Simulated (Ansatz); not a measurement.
Runs of Ansatz 0.2.0 on Cu3Au (Auricupride). It takes space group Pm-3m (No. 221, cubic). The conventional cell has a = 3.740 Å, b = 3.740 Å, c = 3.740 Å, α = 90.00°, β = 90.00°, γ = 90.00°. Au (site symmetry m-3m) has 12 Cu at 2.64 Å as nearest neighbours. Cu (site symmetry 4/mmm) has 4 Au at 2.64 Å and 8 Cu at 2.64 Å as nearest neighbours. 

```csv
task,level,cell,smearing,gap on the mesh (eV),pressure (GPa),relaxed volume (Å³/atom)
relaxation of cell and atoms,RPBE+D4,relaxed,fermi-dirac 0.05 eV,-,0.0,12.82
single point,PBE,as given,gaussian 0.027 eV,none,5.0,-
relaxation of cell and atoms,BLYP+D4,relaxed,fermi-dirac 0.05 eV,-,0.0,13.18
relaxation of cell and atoms,revPBE+D3(BJ),relaxed,fermi-dirac 0.05 eV,-,0.0,(a)
relaxation of cell and atoms,BLYP+D3(BJ),relaxed,fermi-dirac 0.05 eV,none,0.0,12.80
relaxation of cell and atoms,revPBE+D4,relaxed,fermi-dirac 0.05 eV,none,0.0,(b)
single point,PBE,as given,gaussian 0.028 eV,none,5.0,-
```

Alike in all rows: potentials or basis Ansatz PAW; no spin polarisation; k mesh 7 × 7 × 7; cutoff (eV) 420.

Task: Estimate the missing entries.

Result: (a) 12.55; (b) 12.83.

Caveats: the plane-wave basis is chosen anew once the cell has moved, so the energies of steps on either side of that aren't comparable (some runs); the PAW data sets come from PBE, with cores solved anew for the run's functional, which leaves a small shift of forces and pressure (some runs); pairwise dispersion overbinds metals, which lowers pressure and volume (some runs).

A k mesh can miss the band edges, and the runs leave out spin-orbit coupling on Au.

A gap of «none» marks a metal or a gap under the smearing width.
